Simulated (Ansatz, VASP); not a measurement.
## Ta in VASP and in Ansatz

Contents of INCAR:

```
ALGO = Fast ; EDIFF = 1E-7
ENCUT = 520 ; GGA = PS
ISIF = 2 ; ISMEAR = 0
LASPH = T ; LCHARG = F
LREAL = F ; LWAVE = F
NBANDS = 12 ; NELM = 80
PREC = Accurate ; SIGMA = 0.1
```

The input KPOINTS:

```
k-points
0
Gamma
  18 18 18
```

Contents of POSCAR:

```
Ta
1.0
   -1.6565010141      1.6565010141      1.6565010141
    1.6565010141     -1.6565010141      1.6565010141
    1.6565010141      1.6565010141     -1.6565010141
Ta
1
Direct
    0.0000000000      0.0000000000      0.0000000000
```

Input for Ansatz:

```yaml
crystal:
  lattice:
    - [-1.6565010142, 1.6565010142, 1.6565010142]
    - [1.6565010142, -1.6565010142, 1.6565010142]
    - [1.6565010142, 1.6565010142, -1.6565010142]
  atoms:
    - { symbol: Ta, position: [0.0, 0.0, 0.0] }
basis:
  ecutwfc: 420
kpoints:
  mp_grid: { grid: [18, 18, 18] }
hamiltonian:
  xc: pbesol
scf:
  occupations: { method: gaussian, width: 0.1 }
output:
  forces: true
  stress: true
  eigenvalues: true
```

Alike in both runs: task single point; functional PBEsol; k mesh 18 × 18 × 18; occupations gaussian, width 0.1 eV; no spin polarisation.

|  | VASP | Ansatz |
| --- | --- | --- |
| version | VASP 6.6.1 | Ansatz 0.2.0 |
| potentials or method | VASP PAW PBE potentials, release 64 (Ta_pv) | scalar-relativistic, plane waves, PAW |
| plane-wave cutoff (eV) | 520 | 420 |
| valence electrons in the cell | 11 | 13 |

VASP gave:

- gap on the k mesh at the Fermi level (eV): none
- pressure (GPa): -5.7

Which values does Ansatz return?

gap on the k mesh at the Fermi level (eV): none; pressure (GPa): -5.8.

A gap of «none» marks a metal or a gap that the smearing closes. With one functional, cell and mesh, what is left measures potentials, basis and numerics. The two sets of potentials don't hold the same shells in valence.

Caveats: the PAW data sets were made with another functional, which shifts forces and pressure a little (VASP). Spin-orbit coupling is left out, which matters for the levels of Ta.
